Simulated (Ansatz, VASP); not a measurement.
Two plane-wave programs on CdS

```
CELL_PARAMETERS angstrom
0.00000 2.88652 2.88652
2.71192 0.00000 2.88652
2.71192 2.88652 0.00000
ATOMIC_POSITIONS crystal
Cd 0.00000 0.00000 0.00000
S 0.75000 0.75000 0.75000
```

Alike in both runs: task single point; functional PBEsol; k mesh 8 × 8 × 8; occupations gaussian, width 0.02 eV; no spin polarisation.

|  | VASP | Ansatz |
| --- | --- | --- |
| version | VASP 6.6.1 | Ansatz 0.2.0 |
| potentials or method | VASP PAW PBE potentials, release 64 (Cd, S) | scalar-relativistic, plane waves, PAW |
| plane-wave cutoff (eV) | 520 | 420 |
| valence electrons in the cell | 18 | 26 |

|  | VASP | Ansatz | Ansatz less VASP |
| --- | --- | --- | --- |
| gap on the k mesh at the Fermi level (eV) | 1.08 | 1.06 | -0.013 |
| least direct gap on the mesh (eV) | 1.08 | 1.06 | -0.013 |
| pressure (GPa) | 7.1 | 6.5 | -0.57 |
| largest component of the traceless stress (GPa) | 0.34 | 0.37 | +0.030 |

The two sets of potentials don't hold the same shells in valence.

Caveats: the PAW data sets were made with another functional, which shifts forces and pressure a little (VASP).
